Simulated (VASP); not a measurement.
GaP, 2 atoms in the cell. The structure is cubic, space group F-43m (No. 216). Conventional cell: a = 5.505 Å, b = 5.505 Å, c = 5.505 Å, α = 90.00°, β = 90.00°, γ = 90.00°. Ga (site symmetry -43m) has 4 P at 2.38 Å as nearest neighbours. Around P (site symmetry -43m) lie 4 Ga at 2.38 Å. 

```yaml
Program: VASP 6.6.1
Task: relaxation of cell and atoms
Functional: PBEsol
Potentials_or_basis: VASP PAW PBE potentials, release 64 (Ga_d, P)
Cutoff: 600 eV
k_mesh: 8 × 8 × 8
Occupations: gaussian, width 0.02 eV
Spin: no spin polarisation
Dipole_correction: no
Further_INCAR_settings: ALGO = Normal; EDIFF = 1e-06; IBRION = 2; EDIFFG = -0.005; NSW = 70; ISIF = 3
```

Potentials or basis: VASP PAW PBE potentials, release 64 (Ga_d, P).

Launch:

```bash
$ cat potpaw_PBE.64/Ga_d/POTCAR potpaw_PBE.64/P/POTCAR > POTCAR
$ mpirun -np 1 vasp_std > vasp.out
```

Hardware: 1 thread of Intel(R) Xeon(R) Platinum 8375C CPU @ 2.90GHz (Ice Lake) (shared host).

Problem. Estimate the wall time of this run.

Solution. Run time: 110 s on 1 thread of Intel(R) Xeon(R) Platinum 8375C CPU @ 2.90GHz (Ice Lake) (shared host), peak memory 0.19 GiB. Counts: scf iterations 51, k points 29, ion steps 8.
